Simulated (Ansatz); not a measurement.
Write the native input for Ansatz 0.2.0 that does the following.

```
Task                : single point
Functional          : HSE06
Potentials or basis : all-electron PAW datasets made for the crystal
Cutoff              : 360 eV (chosen from the basis error)
k mesh              : 6 × 6 × 6
Occupations         : fermi-dirac, width 0.05 eV
Spin                : no spin polarisation
```

GaAs:

```
As Ga
1.0
     0.00000    2.82685    2.82685
     2.82685    0.00000    2.82685
     2.82685    2.82685    0.00000
As Ga
1 1
Cartesian
  4.2403 4.2403 4.2403
  0.0000 0.0000 0.0000
```

These files were run (other wordings do the same):

input.yaml

```yaml
crystal:
  lattice:
    - [0.0, 2.82685, 2.82685]
    - [2.82685, 0.0, 2.82685]
    - [2.82685, 2.82685, 0.0]
  atoms:
    - { symbol: As, position: [0.75, 0.75, 0.75] }
    - { symbol: Ga, position: [0.0, 0.0, 0.0] }
kpoints:
  mp_grid: { grid: [6, 6, 6] }
scf:
  occupations: { method: fermi_dirac, width: 0.05 }
hamiltonian:
  xc: hse06
  pseudopotentials: { kind: all_electron, datasets: crystal }
output:
  forces: true
  stress: true
```

Potentials or basis: all-electron PAW datasets made for the crystal.

The run is started by

```bash
$ ansatz run input.yaml --threads 2 --pin off --max-ram 8192MiB --backend cpu --events-out ev --progress --plain --runs-dir out
```

It gave:

```json
{
 "Pressure": "1.2 GPa",
 "Band gap on the k mesh": "1.43 eV, direct"
}
```

Wall time 9.5 min on 2 threads of AMD EPYC (Zen 3) (shared host), peak memory 0.97 GiB.
